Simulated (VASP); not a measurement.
# Ni (P6_3/mmc) in VASP: a series of runs, part 2 of 2

VASP 6.6.1. The steps go on from the part before.

## Step 4: Single point, RPBE

File INCAR:

```
  PREC = Accurate
  ENCUT = 520
  EDIFF = 1E-6
  ISMEAR = -1
  SIGMA = 0.1
  LREAL = F
  LASPH = T
  NELM = 80
  ALGO = Fast
  ISIF = 2
  LWAVE = F
  LCHARG = F
  GGA = RP
  NBANDS = 17
```

File KPOINTS:

```
Automatic mesh
0
Gamma
  8 8 5
```

File POSCAR:

```
Ni
1.0
    1.2790130000      2.2153140000      0.0000000000
   -1.2790130000      2.2153140000      0.0000000000
    0.0000000000      0.0000000000      4.0054760000
Ni
2
Direct
    0.3333300000      0.3333400000      0.2500000000
    0.6666600000      0.6666700000      0.7500000000
```

Potentials or basis: VASP PAW PBE potentials, release 64 (Ni).

The run is started by

```sh
cat potpaw_PBE.64/Ni/POTCAR > POTCAR
mpirun -np 1 vasp_std > vasp.out
```

OUTCAR:

```text
PREC = Accurate
   ENCUT = 520
   EDIFF = 1E-6
   ISMEAR = -1
   LREAL = F
   LASPH = T
   NELM = 80
   ISIF = 2
   GGA = RP

 ion  position               nearest neighbor table
   1  0.333  0.333  0.250-   2 2.49   2 2.49   2 2.49   2 2.49   2 2.49   2 2.49
   2  0.667  0.667  0.750-   1 2.49   1 2.49   1 2.49   1 2.49   1 2.49   1 2.49

  LATTYP: Found a hexagonal cell.
 ALAT       =     2.5580247014
 C/A-ratio  =     1.5658472719

  Lattice vectors:

 A1 = (   1.2790130000,  -2.2153140000,   0.0000000000)
 A2 = (   1.2790130000,   2.2153140000,   0.0000000000)
 A3 = (   0.0000000000,   0.0000000000,   4.0054760000)

Analysis of symmetry for initial positions (statically):
=====================================================================
 Subroutine PRICEL returns:
 Original cell was already a primitive cell.

 Routine SETGRP: Setting up the symmetry group for a
 hexagonal supercell.

 Subroutine GETGRP returns: Found  8 space group operations
 (whereof  2 operations were pure point group operations)
 out of a pool of 24 trial point group operations.

The static configuration has the point symmetry C_2 .
[... 162 lines left out ...]
  energy without entropy =       -9.61416956  energy(sigma->0) =       -9.71711788

 E-fermi :   8.7917     XC(G=0): -12.8790

 val. band max:        8.7788645690   @ k =  -0.1250   0.3750   0.2000
 cond. band min:       8.7944259754   @ k =   0.5000   0.2500   0.2000
 fundamental gap:      0.0155614065
 Fermi energy:         8.7917129053

 k-point     1 :       0.0000    0.0000    0.0000
  band No.  band energies     occupation
      1       0.2098      2.00000
      2       4.6428      2.00000
      3       7.0951      2.00000
      4       7.0951      2.00000
      5       7.1939      2.00000
      6       7.3991      2.00000
[... 457 lines left out ...]
      4       6.7885      2.00000
      5       7.1041      2.00000
      6       7.1354      2.00000
[... 9 lines left out ...]
     16      29.8978      0.00000
     17      31.7203      0.00000

 [... further k-points ...]

------------------------ aborting loop because EDIFF is reached ----------------------------------------

  FORCE on cell =-STRESS in cart. coord.  units (eV):
  Direction    XX          YY          ZZ          XY          YZ          ZX
  --------------------------------------------------------------------------------------
  -------------------------------------------------------------------------------------
  Total       -0.5356456     -0.5355145      0.5344823      0.0000000      0.0000000      0.0000000
  in kB      -37.8088739    -37.7996174     37.7267631      0.0000000      0.0000000      0.0000000
  external PRESSURE =     -12.6272427 kB  Pullay stress =       0.0000000 kB

 VOLUME and BASIS-vectors are now :
 -----------------------------------------------------------------------------
  energy-cutoff  :      520.00
  volume of cell :       22.70
      direct lattice vectors                 reciprocal lattice vectors
     1.279013000  2.215314000  0.000000000     0.390926441  0.225701639  0.000000000
    -1.279013000  2.215314000  0.000000000    -0.390926441  0.225701639  0.000000000
     0.000000000  0.000000000  4.005476000     0.000000000  0.000000000  0.249658218

 POSITION                                       TOTAL-FORCE (eV/Angst)
 -----------------------------------------------------------------------------------
     -0.00001      1.47688      1.00137         0.000000     -0.000023      0.000000
     -0.00001      2.95374      3.00411         0.000000      0.000023      0.000000
 -----------------------------------------------------------------------------------
    total drift:                               -0.000000      0.000000     -0.000000

  FREE ENERGIE OF THE ION-ELECTRON SYSTEM (eV)
  ---------------------------------------------------
  free  energy   TOTEN  =        -9.8200662010 eV

  energy  without entropy=       -9.6141695558  energy(sigma->0) =       -9.71711788
```

stdout:

```text
POSCAR found type information on POSCAR Ni
 POSCAR found :  1 types and       2 ions
 scaLAPACK will be used
 -----------------------------------------------------------------------------
|                                                                             |
|                                                                             |
|     You enforced a specific xc type in the INCAR file but a different       |
|     I HOPE YOU KNOW WHAT YOU ARE DOING!                                     |
|                                                                             |
 -----------------------------------------------------------------------------

 LDA part: xc-table for (Slater+PW92), standard interpolation
 POSCAR, INCAR and KPOINTS ok, starting setup
 FFT: planning ... GRIDC
 FFT: planning ... GRID_SOFT
 FFT: planning ... GRID
 WAVECAR not read
 entering main loop
```

It took 22 s on 1 thread of AMD EPYC 7R13 (Zen 3), shared host; peak memory 0.11 GiB.

Results:

- Free energy: -9.8201 eV
- Pressure: -1.3 GPa
- Band gap on the k mesh: none (metal or under the smearing width)

Stress tensor (GPa, compression positive):
```
-3.78  0.00  0.00
 0.00 -3.78  0.00
 0.00  0.00  3.77
```

Levels at points of the mesh, in eV from the Fermi level:
| k point | band 6 | band 7 | band 8 | band 9 | band 10 | band 11 | band 12 | band 13 | band 14 | band 15 |
| --- | --- | --- | --- | --- | --- | --- | --- | --- | --- | --- |
| (0.00, 0.00, 0.00) | -1.39 | -1.39 | -1.23 | -1.23 | -0.18 | -0.18 | 0.32 | 6.36 | 21.66 | 22.98 |
| (0.50, 0.00, 0.00) | -1.62 | -1.31 | -0.13 | 0.02 | 0.06 | 1.41 | 3.09 | 9.52 | 10.13 | 12.52 |
| (0.50, 0.50, 0.00) | -1.62 | -1.31 | -0.13 | 0.02 | 0.06 | 1.41 | 3.09 | 9.52 | 10.13 | 12.52 |

Caveat: the PAW data sets were made with another functional, which shifts forces and pressure a little; the run has no spin polarisation, though such a crystal can be magnetic. Spin polarisation is off, so any magnetic state and its effect on volume and gap are missing.

## Step 5: Single point, PBE

File INCAR:

```
PREC     = Accurate       # precision mode
ENCUT    = 520            # plane-wave cutoff, eV
EDIFF    = 1E-6           # SCF threshold, eV
ISMEAR   = -1             # smearing method
SIGMA    = 0.1            # smearing width, eV
LREAL    = F              # projectors in reciprocal space
LASPH    = T              # aspherical terms in the spheres
NELM     = 100            # most SCF steps
ALGO     = Normal         # electronic algorithm
ISIF     = 2              # what is computed and relaxed
LWAVE    = F              # write WAVECAR
LCHARG   = T              # write CHGCAR
GGA      = PE             # functional
LELF     = T              # ELF
LVHAR    = T            
NBANDS   = 17             # bands
```

KPOINTS is that of step 4.

POSCAR is that of step 4.

The run is started by

```sh
cat potpaw_PBE.64/Ni/POTCAR > POTCAR
mpirun -np 1 vasp_std > vasp.out
```

Wall time 19 s (1 thread of AMD EPYC 7R13 (Zen 3), shared host); peak memory 0.11 GiB.

Results (log left out):

- Free energy: -10.8422 eV
- Pressure: -6.7 GPa
- Band gap on the k mesh: none (metal or under the smearing width)

Stress tensor (GPa, compression positive):
```
-9.08  0.00  0.00
 0.00 -9.08  0.00
 0.00  0.00 -1.86
```

Levels at points of the mesh, in eV from the Fermi level:
```
           k point  band 7  band 8  band 9  band 10  band 11  band 12  band 13  band 14
(0.00, 0.00, 0.00)   -1.40   -1.23   -1.23    -0.18    -0.18     0.33     6.34    21.72
(0.50, 0.00, 0.00)   -1.32   -0.13    0.02     0.06     1.41     3.08     9.51    10.10
(0.50, 0.50, 0.00)   -1.32   -0.13    0.02     0.06     1.41     3.08     9.51    10.10
```

Caveat: the run has no spin polarisation, though such a crystal can be magnetic. Spin polarisation is off, so any magnetic state and its effect on volume and gap are missing.
